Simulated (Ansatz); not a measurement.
Al:

```
Al
1.0
     2.81246    0.00000    0.00000
    -1.40623    2.43566    0.00000
     0.00000    0.00000    4.86685
Al
2
Direct
  0.33333 0.66667 0.25000
  0.66667 0.33333 0.75000
```

This isn't the form of Al at room conditions, which is fcc.

* Program: Ansatz 0.2.0
* Task: relaxation of cell and atoms
* Functional: PBEsol
* Dispersion: D3(BJ)
* Potentials or basis: Ansatz PAW
* Cutoff: 420 eV (not typed: the program's choice for these potentials)
* k mesh: 11 × 11 × 6
* Occupations: fermi-dirac, width 0.05 eV
* Spin: no spin polarisation

At the start: volume 16.67 Å³/atom.

Where does the relaxation end?

It ends after 6 steps and the volume is 15.69 Å³/atom (-5.9 %); space group P6_3/mmc (No. 194, to 0.05 Å).

The path:
| step | energy change (eV) | largest force (eV/Å) | volume (Å³) |
| --- | --- | --- | --- |
| 1 | 0.0000 | 0.0000 | 33.34 |
| 2 | -0.0491 | 0.0000 | 31.11 |
| 3 | -0.0498 | 0.0000 | 31.31 |
| 4 | -0.0503 | 0.0000 | 31.44 |
| 5 | -0.0503 | 0.0000 | 31.38 |
| 6 | -0.0499 | 0.0000 | 31.38 |

Final structure:
```
Al
1.0
     2.79861    0.00000    0.00000
    -1.39930    2.42366    0.00000
     0.00000    0.00000    4.62601
Al
2
Direct
  0.33333 0.66667 0.25000
  0.66667 0.33333 0.75000
```

Caveat: the plane-wave basis is chosen anew once the cell has moved, so the energies of steps on either side of that aren't comparable; pairwise dispersion overbinds metals, which lowers pressure and volume; the PAW data sets come from PBE, with cores solved anew for the run's functional, which leaves a small shift of forces and pressure.
